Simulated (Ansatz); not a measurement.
C started at a second open point in 4H-SiC, 257 atoms, charge −2

All numbers come from Ansatz (PAW, plane waves, no spin–orbit coupling) at the single k point (¼, ¼, ¼) without its symmetry partners. The atoms were relaxed with PBEsol in a fixed cell; other functionals are single points on those atoms unless said otherwise. The valence top and gap of the host come from its small cell on a dense mesh, with the band extrema sought between the mesh points, lined up by the mean potential, PBEsol gap 2.12 eV, HSE06 gap 3.14 eV. The charge correction uses an assumed dielectric constant of 9.7.

Cell: a = 12.312 Å, b = 10.663 Å, c = 20.152 Å, α = 90.00°, β = 90.00°, γ = 90.00°.

Nearest atoms after relaxation, from the placed atom (for vacancies from the middle of the vacant sites): C at 1.46 Å, Si at 1.78 Å, Si at 1.82 Å, Si at 1.85 Å, C at 2.71 Å, C at 2.77 Å, C at 2.79 Å, Si at 2.85 Å.

Chemical potentials μ are those of reference phases of the elements at zero temperature by the same functional (the usual solids, diamond for C, grey Sn, and the molecules H2, N2, O2, F2, Cl2, Br2 and S8).

```csv
functional,E(defect) − E(host) − Σ nμ + q·E_VBM (eV),monopole (eV),alignment (eV),formation energy at E_F = VBM (eV),moment (μB),"wall time, shared host"
PBEsol,9.68,0.53,-0.10,10.11,0 (no spin),66 s on NVIDIA GB300 (relaxation)
```

**Question.** Estimate the formation energy and moment that HSE06 gives on these atoms.

**Answer.** 11.87 eV at E_F = VBM (11.42 eV before the monopole term 0.53 eV and the alignment -0.08 eV), moment 0 (no spin).

HSE06 one-electron levels near the gap (the ten most localised at most), from the host's valence top, not corrected for the charge's images:

```csv
level (eV),spin,filling,atoms sharing it,element of the atom with most weight
-0.28,both,2.00,91.6,spread
-0.08,both,2.00,48.5,C
-0.04,both,2.00,92.3,spread
0.30,both,2.00,14.4,C
1.27,both,2.00,9.8,C
2.01,both,2.00,8.0,C
3.40,both,0.00,134.2,spread
```

All elements are taken at their own reference at once; growth conditions in equilibrium with the host shift these energies, by up to the host's formation enthalpy.

One k point and a cell of this size can leave errors of several tenths of an eV in such numbers.
